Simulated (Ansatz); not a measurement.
**WS2 under changes of volume**

One of the cells (20.676 Å³/atom); the others are scaled copies at fixed shape and fractional positions:

```
CELL_PARAMETERS angstrom
2.59173 0.00000 0.00000
0.00000 2.59173 0.00000
0.00000 0.00000 9.23417
ATOMIC_POSITIONS crystal
W 0.50000 0.50000 0.50000
S 0.50000 0.50000 0.76566
S 0.50000 0.50000 0.23434
```

The cell was built by a generator and needn't be a form met in nature.

| Property | Result |
| --- | --- |
| Program | Ansatz 0.2.0 |
| Functional | PBE |
| Potentials or basis | all-electron LAPW, scalar-relativistic |
| Cutoff | 332 eV (chosen from the basis error) |
| Basis error allowed | 0.001 eV/atom |
| k mesh | 10 × 10 × 3 |
| Occupations | fermi-dirac, width 0.05 eV |
| Spin | no spin polarisation |

```csv
volume (Å³/atom),energy over the lowest point (meV/atom),pressure (GPa),largest force (eV/Å)
19.435,?,?,?
19.848,16.83,5.8,0.451
20.262,5.14,3.1,0.239
20.676,0.00,0.7,0.044
21.089,0.82,-1.5,0.135
21.503,7.07,-3.4,0.300
21.916,18.20,-5.2,0.452
```

Problem. What does the run at 19.435 Å³/atom give?

Solution. Energy over the lowest point 35.68 meV/atom; pressure 8.7 GPa; largest force 0.682 eV/Å.

Worked out: A Birch-Murnaghan fit of order 3 (a polynomial in V^(-2/3)) to the other rows has its minimum at 20.82 Å³/atom with B0 = V·E''(V) = 112 GPa and B' = 3.8 at fixed shape and positions, which overstates the stiffness. It gives 35.70 meV/atom at 19.435 Å³/atom, against the run's 35.68, and -dE/dV = 8.8 GPa, against 8.7.

Energies are extrapolated to zero smearing.

Caveats: this functional lacks dispersion, which binds the layers, so the pressure and a relaxed spacing across them are unreliable.
